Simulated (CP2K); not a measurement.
The system is GaP.

```
Ga P
1.0
     3.85409    0.00000    0.00000
     1.92704    3.33774    0.00000
     1.92704    1.11258    3.14685
Ga P
1 1
Direct
  0.00000 0.00000 0.00000
  0.75000 0.75000 0.75000
```

Base run:

| Quantity | Value |
| --- | --- |
| Program | CP2K 2026.2 |
| Functional | SCAN |
| Potentials or basis | POTENTIAL_UZH Ga GTH-PBE-q13, P GTH-PBE-q5; TZVP-MOLOPT-PBE-GTH basis |
| Density cutoff | 9184 eV |
| k mesh | 8 × 8 × 8 |
| Occupations | fermi-dirac, width 0.05 eV |
| Spin | no spin polarisation |

Its results: band gap on the k mesh 1.82 eV, indirect (least direct gap 1.91 eV); pressure 0.0 GPa.

**Question.** After a change of settings the same cell gave: band gap on the k mesh 1.45 eV, indirect (least direct gap 1.57 eV); pressure -1.0 GPa. Which change was it?
A. functional from SCAN to LDA
B. functional from SCAN to AM05
C. functional from SCAN to PBE
D. functional from SCAN to PW91

**Answer.** A.

SCAN gives the wider gap, since meta-GGAs in the generalised Kohn-Sham scheme recover part of the derivative discontinuity.

Caveats: the potentials were made for another functional, which shifts forces and pressure; the basis of atomic orbitals isn't converged, which shifts pressures, moduli and gaps.
